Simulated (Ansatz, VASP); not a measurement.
# CuO (Tenorite) in VASP and in Ansatz

```xyz
4
Lattice="2.3447 -1.7134 0.0000 2.3447 1.7134 0.0000 -0.8606 0.0000 5.0594" Properties=species:S:1:pos:R:3 pbc="T T T"
Cu    0.7420   -0.8457    2.5297
Cu    1.1723    0.8457    0.0000
O     1.6421    0.2841    3.8133
O     2.0724   -0.2841    1.2836
```

Alike in both runs: functional LDA; k mesh 10 × 10 × 5; occupations fermi-dirac, width 0.05 eV; no spin polarisation.

|  | VASP | Ansatz |
| --- | --- | --- |
| version | VASP 6.6.1 | Ansatz 0.2.0 |
| potentials or method | VASP PAW LDA potentials, release 64 (Cu, O), cutoff 520 eV | all-electron LAPW, scalar-relativistic |
| task | single point | band structure |

```tsv
	VASP	Ansatz	Ansatz less VASP
gap on the k mesh at the Fermi level (eV)	none	none	-
pressure (GPa)	-8.8	-9.4	-0.64
largest component of the traceless stress (GPa)	3.29	3.61	+0.321
rms of the force components (eV/Å)	0.428	0.425	-0.0034
```

Atom by atom the forces differ by 0.019 eV/Å (rms over components). A gap of «none» marks a metal or a gap that the smearing closes. Ansatz ran all-electron here, so the differences hold the error of VASP's frozen core and of both bases.

Caveats: the run has no spin polarisation, though such a crystal can be magnetic; semilocal functionals often make such compounds metallic where correlation or magnetic order opens a gap, which also shifts bond lengths.
